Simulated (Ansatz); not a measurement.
The system is MgO.

```
Mg O
1.0
     0.00000    2.09700    2.09700
     2.09700    0.00000    2.09700
     2.09700    2.09700    0.00000
Mg O
1 1
Direct
  0.00000 0.00000 0.00000
  0.50000 0.50000 0.50000
```

The cell is a database's computed one.

A run of Ansatz 0.2.0 on this cell left the log below. Logs are shortened: lines on timing, memory, paths and dates and some standing lists are left out, and cuts for length are marked.

```text
Warning: RAYON_NUM_THREADS=2 ignored (pool sized by the plan → 2); use --threads N
scf.n_extra_bands = 6 over 8 filled bands (N_el = 16.0): the run solves 14 bands
Engine: ansatz 0.2.0, x86_64-unknown-linux-gnu
Pseudopotentials: kind: paw
Pseudopotential: Mg, paw, valence charge 10, recommended cutoff 420 eV (normal), Mg.paw.azcp
Pseudopotential: O, paw, valence charge 6, recommended cutoff 420 eV (normal), O.paw.azcp
Functional definition: BLYP
  parameter beta = 0.0042
  parameter a = 0.04918
  parameter b = 0.132
  parameter c = 0.2533
  parameter d = 0.349
  exchange = b88_x(beta = beta)
  correlation = lyp_c(a = a, b = b, c = c, d = d)
Crystal: 2 atoms, lattice volume = 18.443 Å³
Basis set: ecut = 420 eV, 339 PW (Γ), exchange–correlation on 40×40×40 points (8 copies of the dense FFT grid, shifted against one another)
Bands: 14, of which v1, the nominal top of the filled ones, is band 8 counted from 1 (7 counted from 0)
Symmetry: 48 space group operations
Space group: Fm-3m (ITA 225), of the structure as read, at distance tolerance 2.6e-5 Å
k-points: 56 of 1331
Non-local potential: Mg, projectors of the file, l = 0: 3, l = 1: 2, l = 2: 1
Non-local potential: O, projectors of the file, l = 0: 2, l = 1: 2, l = 2: 1
PAW form: soft (Blöchl's): semilocal exchange-correlation on the pseudo side does not see the compensation charge
PAW frozen core: Mg, regenerated for the run's functional, and the local potential with it (the file was generated under x = pbe(κ = 0.804, μ = 0.2195149727645171), c = pbe(β = 0.06672455060314922))
PAW frozen core: O, regenerated for the run's functional, and the local potential with it (the file was generated under x = pbe(κ = 0.804, μ = 0.2195149727645171), c = pbe(β = 0.06672455060314922))
PAW one-centre angular grid: Mg, 110 points (default); XC on 64 Gauss nodes
PAW one-centre angular grid: O, 110 points (default); XC on 64 Gauss nodes
Initial density: superposition of atomic densities (neutral atoms: chi_scale 0, normalization atom), corrected by the library's trained network
Initial wavefunctions: pseudopotential atomic-orbital guess
Functional: x = b88, c = lyp
SCF iter   1: F=—  HF=-2499.401213 eV  |F-HF|=—  |Δ(HF+E_count)|=         —  Δρ=1.95e-2  dr2=4.97e-2  ethr=1.77e-3  ⟨swp⟩=5.7  Hψ=4380  notcnv=0  defer=24
preconditioner: auto → none  [insulator: Δε(μ)=5.302 eV  Ē_g=21.650 eV  σ=0.050 eV  W_gap=1.00  n_scr=8 (ndim 8)  ℏωp=24.5 eV  f_vac=0.000  D(μ)=0.00/eV (n_scr^D=0)  ε∞_Penn≈2.3]
SCF iter   2: F=—  HF=-2499.388212 eV  |F-HF|=—  |Δ(HF+E_count)|=   1.30e-2  Δρ=4.59e-3  dr2=3.54e-3  ethr=3.10e-4  ⟨swp⟩=2.0  Hψ=1475  notcnv=0  defer=75
SCF iter   3: F=—  HF=-2499.387385 eV  |F-HF|=—  |Δ(HF+E_count)|=   8.28e-4  Δρ=6.68e-4  dr2=6.74e-5  ethr=2.21e-5  ⟨swp⟩=2.0  Hψ=1029  notcnv=0  defer=79
SCF iter   4: F=—  HF=-2499.387360 eV  |F-HF|=—  |Δ(HF+E_count)|=   2.42e-5  Δρ=8.87e-5  dr2=6.50e-7  ethr=4.21e-7  ⟨swp⟩=2.1  Hψ=911  notcnv=0  defer=79
iter 5 did not close the SCF: its close was put off for the readings that it lacked (scf_convergence_deferred on its scf_iter line)
SCF iter   5: F=-2499.387360 eV  HF=-2499.387360 eV  |F-HF|=1.87e-8  |Δ(HF+E_count)|=   3.50e-7  Δρ=2.16e-5  dr2=5.21e-8  ethr=4.06e-9  ⟨swp⟩=2.7  Hψ=1117  notcnv=0  defer=79
SCF iter   6: F=-2499.387360 eV  HF=-2499.387360 eV  |F-HF|=6.79e-10  |Δ(HF+E_count)|=   5.94e-9  Δρ=1.67e-6  dr2=1.92e-10  ethr=3.25e-10  ⟨swp⟩=5.7  Hψ=3234  notcnv=0
SCF 1 converged in 6 iterations: F = -2499.387360 eV  dr2 = 1.92e-10
  greatest PAW one-centre occupation: 1.000 electrons in one spin orbital (limit 2), on the Mg atom at site 0 (counted from 0), in its partial waves of l = 0
NSCF: frozen V_eff on 142 k-points
SCF converged after 6 iterations
Free energy (F): -2499.387360 eV
Harris-Foulkes:  -2499.387360 eV  (|F-HF|=6.79e-10)
Internal energy: -2499.387360 eV  (E = F + TS)
E sigma→0 (E₀):  -2499.387360 eV
Fermi energy:    11.242418 eV
--- Per-component energies (eV) ---
  E_band       = -287.228304
  E_kinetic    = 256.993025
  E_local      = -1593.194456  (includes V_loc(G=0)·N_el)
  E_nonlocal   = 140.056834
  E_hartree    = 553.063851
  E_xc         = -104.271047
  E_vxc        = -133.320533  (∫ρ·V_xc dr)
  E_paw        = -457.124493  (= ΣΔE_a)
  E_vpaw       = -63.893474  (= ΣTr[D̂ρ^β])
  E_aug_tail   = 0.002586  (compensation charges beyond the density's cutoff)
  E_ewald      = -1294.918655
  E_core_change = 0.004995  (= ΣΔE_core)
  E_smearing   = -0.000000  (= −TS)
  E_closure    = 0.000000  (closes the sum)
  Σ components = -2499.387360   (vs F -2499.387360, Δ=0.00e0)
--- Forces (eV/Å), atoms counted from 1 ---
  atom   1  Mg    -0.00000000     0.00000000     0.00000000
  atom   2  O      0.00000000    -0.00000000    -0.00000000
  max |Σ_I F_I| component: 2.05e-29 eV/Å
--- Stress (GPa, compression-positive) ---
        9.179939      -0.000000       0.000000
       -0.000000       9.179939      -0.000000
        0.000000       0.000000       9.179939
  P = ⅓ Tr σ = 9.1799 GPa (91.799 kbar)
--- Band table (eV; the first three rows and the last of 56) ---
  k-point 0: bands = ["-63.8597", "-30.7650", "-30.7650", "-30.7650", "-8.6045", "8.6064", "8.6064", "8.6064", "13.7561", "24.6434", "24.6434", "24.6434", "29.0891", "30.1668"]
  k-point 1: bands = ["-63.8589", "-30.7720", "-30.7657", "-30.7657", "-8.5129", "8.0798", "8.5500", "8.5500", "14.2649", "23.6465", "24.8460", "24.8460", "29.5774", "29.5774"]
  k-point 2: bands = ["-63.8570", "-30.7908", "-30.7676", "-30.7676", "-8.2570", "6.9349", "8.4022", "8.4022", "15.3212", "22.2510", "25.2948", "25.2948", "28.8939", "28.8939"]
  k-point 55: bands = ["-63.8476", "-30.8189", "-30.8156", "-30.7936", "-6.9937", "5.5714", "5.7713", "6.9868", "20.2409", "20.9201", "20.9755", "24.7066", "30.0306", "31.4021"]
```

**Question.** Write the input and the command behind it.

**Answer.** Band structure with BLYP, no spin polarisation. The files as run (others can give the same):

input.yaml
```yaml
crystal:
  lattice:
    - [0.0, 2.0970013927, 2.0970013927]
    - [2.0970013927, 0.0, 2.0970013927]
    - [2.0970013927, 2.0970013927, 0.0]
  atoms:
    - { symbol: Mg, position: [0.0, 0.0, 0.0] }
    - { symbol: O, position: [0.5, 0.5, 0.5] }
hamiltonian:
  xc: blyp
  pseudopotentials: { kind: paw }
kpoints:
  mp_grid: { grid: [11, 11, 11] }
  band_path:
    path:
      - [[0.0, 0.0, 0.0], [0.5, 0.0, 0.5], [0.5, 0.25, 0.75], [0.375, 0.375, 0.75], [0.0, 0.0, 0.0], [0.5, 0.5, 0.5], [0.625, 0.25, 0.625], [0.5, 0.25, 0.75], [0.5, 0.5, 0.5], [0.375, 0.375, 0.75]]
      - [[0.625, 0.25, 0.625], [0.5, 0.0, 0.5]]
    npoints: 14
scf:
  occupations: { method: fermi_dirac, width: 0.05 }
  n_extra_bands: 6
output:
  forces: true
  stress: true
  eigenvalues: true
  fatbands: false
```

Potentials or basis: Ansatz PAW.
The run is started by
```sh
$ ansatz run input.yaml --threads 2 --pin off --max-ram 5632MiB --backend cpu --events-out ev --progress --plain --runs-dir out
```

Caveat: the pressure holds a Pulay correction of +0.7 GPa for the finite cutoff; the PAW data sets come from PBE, with cores solved anew for the run's functional, which leaves a small shift of forces and pressure.
